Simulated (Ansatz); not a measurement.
The system is MnO.

```
Mn O
1.0
     2.67239    0.00000    0.00000
     0.00000    2.67239    0.00000
     0.00000    0.00000    2.67239
Mn O
1 1
Direct
  0.00000 0.00000 0.00000
  0.50000 0.50000 0.50000
```

Measurements of this composition are mostly on another form, of space group No. 225.

| Item | Value |
| --- | --- |
| Program | Ansatz 0.2.0 |
| Task | relaxation of cell and atoms |
| Functional | HSE03 |
| Potentials or basis | Ansatz PAW |
| Cutoff | 420 eV (not typed: the program's choice for these potentials) |
| k mesh | 5 × 5 × 5 |
| Occupations | fermi-dirac, width 0.05 eV |
| Spin | collinear spin, ferromagnetic start |
| Starting moments | [4.0, 0.0] μB |

At the start: volume 9.54 Å³/atom.

Q: Where does the relaxation end?

A: It ends after 7 steps and the volume is 10.36 Å³/atom (+8.6 %); space group Pm-3m (No. 221, to 0.05 Å); moment 5.00 μB per cell.

The path:
```tsv
step	energy change (eV)	largest force (eV/Å)	volume (Å³)
1	0.0000	0.0000	19.09
2	-0.0649	0.0000	20.20
3	-0.0688	0.0000	20.61
4	-0.0687	0.0000	20.66
5	-0.0783	0.0000	20.66
6	-0.0781	0.0000	20.72
7	-0.0784	0.0000	20.72
```

Final structure:
```yaml
crystal:
  lattice:
    - [2.74657, 0.00000, 0.00000]
    - [0.00000, 2.74657, 0.00000]
    - [0.00000, 0.00000, 2.74657]
  atoms:
    - { symbol: Mn, position: [0.00000, 0.00000, 0.00000] }
    - { symbol: O, position: [0.50000, 0.50000, 0.50000] }
```

Caveat: the k mesh is coarse (spacing up to 0.47 Å⁻¹), so the values aren't converged, least of all with exact exchange; the magnetic or orbital state may not be the lowest; the plane-wave basis is chosen anew once the cell has moved, so the energies of steps on either side of that aren't comparable; the pressure holds a Pulay correction of +0.7 GPa for the finite cutoff; a cell with one magnetic atom can't hold antiferromagnetic order, which such compounds often take; the PAW data sets come from PBE, with cores solved anew for the run's functional, which leaves a small shift of forces and pressure.
